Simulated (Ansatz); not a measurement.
# Zr₃N₄ — ⁹¹Zr NMR of the central transition

Cell: a structure deposited in the COD whose atoms were relaxed with PBE, the cell held.

Space group I-43d (No. 220); a = 6.7400 Å.

```
site  Wyckoff  site symmetry       x       y       z
  Zr      12a           -4..  0.3750  0.0000  0.2500
   N      16c            .3.  0.0687  0.0687  0.0687
```

One atom of each set is listed; the run and its k-mesh use a cell of 14 atoms with edges of 5.84, 5.84, 5.84 Å.

Method: Kohn–Sham DFT in Ansatz, r2SCAN, plane waves and PAW, scalar-relativistic, 500 eV cutoff, Γ-centred 6×6×6 k-points, Fermi–Dirac smearing 0.02 eV.

⁹¹Zr has I = 5/2 and Q = -176.0 mb (Pyykkö 2018); at 23.5 T its Larmor frequency is ν₀ = 93.4 MHz. Only the quadrupole interaction is simulated: positions count from each site's isotropic chemical shift, and shift anisotropy, dipolar and J coupling are left out.

Simulated pattern of one Zr site (static powder, Gaussian broadening 10 kHz):

(offset (kHz), height): (-430.8, 0), (-400.9, 97), (-370.9, 100), (-341.0, 66), (-311.1, 54), (-281.2, 47), (-251.2, 43), (-221.3, 40), (-191.4, 38), (-161.5, 37), (-131.6, 35), (-101.6, 36), (-71.7, 34), (-41.8, 34), (-11.9, 34), (18.1, 27), (48.0, 28), (77.9, 30), (107.8, 33), (137.7, 38), (167.7, 46), (197.6, 71), (227.5, 69), (257.4, 0)

Problem. Which |C_Q| and η does the pattern imply?

Solution. The pattern spans 619 kHz before broadening and its centre of gravity is at -119 kHz, which fixes P_Q; the places of the horns and steps fix η. That gives P_Q = 43.0 MHz, |C_Q| = 43.0 MHz and η = 0.00. The sign of C_Q can't be read from the pattern.

An axis of threefold or higher order runs through Zr, so V_zz lies along it and η is zero.

Without spin–orbit coupling (the program notes it for Zr) the gradients can shift somewhat, as the gap is small.
